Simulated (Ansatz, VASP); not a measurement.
Ag in VASP and in Ansatz

Contents of INCAR:

```
ALGO = Normal ; EDIFF = 1E-7
ENCUT = 520 ; GGA = PS
ISIF = 2 ; ISMEAR = 0
LASPH = True ; LCHARG = False
LREAL = False ; LWAVE = False
NBANDS = 12 ; NELM = 100
PREC = Accurate ; SIGMA = 0.15
```

File KPOINTS:

```
k-points
0
Gamma
  20 20 20
```

The input POSCAR:

```
Ag
1.0
    0.0000000000      2.0737465000      2.1043930000
    2.0737465000      0.0000000000      2.1043930000
    2.0737465000      2.0737465000      0.0000000000
Ag
1
Direct
    0.0000000000      0.0000000000      0.0000000000
```

Input for Ansatz:

```yaml
crystal:
  lattice:
    - [0.0, 2.0737465, 2.104393]
    - [2.0737465, 0.0, 2.104393]
    - [2.0737465, 2.0737465, 0.0]
  atoms:
    - { symbol: Ag, position: [0.0, 0.0, 0.0] }
basis:
  ecutwfc: 420
kpoints:
  mp_grid: { grid: [20, 20, 20] }
hamiltonian:
  xc: pbesol
scf:
  occupations: { method: gaussian, width: 0.15 }
output:
  forces: true
  stress: true
  eigenvalues: true
```

Change from the starting cell: strain +0.015 along x and y, +0.030 along z, atoms carried along.

Alike in both runs: task single point; functional PBEsol; k mesh 20 × 20 × 20; occupations gaussian, width 0.15 eV; no spin polarisation.

```csv
,VASP,Ansatz
version,VASP 6.6.1,Ansatz 0.2.0
potentials or method,"VASP PAW PBE potentials, release 64 (Ag)","scalar-relativistic, plane waves, PAW"
plane-wave cutoff (eV),520,420
valence electrons in the cell,11,19
```

```tsv
	VASP	Ansatz	Ansatz less VASP
gap on the k mesh at the Fermi level (eV)	none	none	-
pressure (GPa)	-7.9	-7.8	+0.13
largest component of the traceless stress (GPa)	0.32	0.33	+0.003
```

A gap of «none» marks a metal or a gap that the smearing closes. The functional is the same, so the differences come from potentials, cutoffs and numerics. The two sets of potentials don't hold the same shells in valence.

Caveats: the PAW data sets were made with another functional, which shifts forces and pressure a little (VASP).
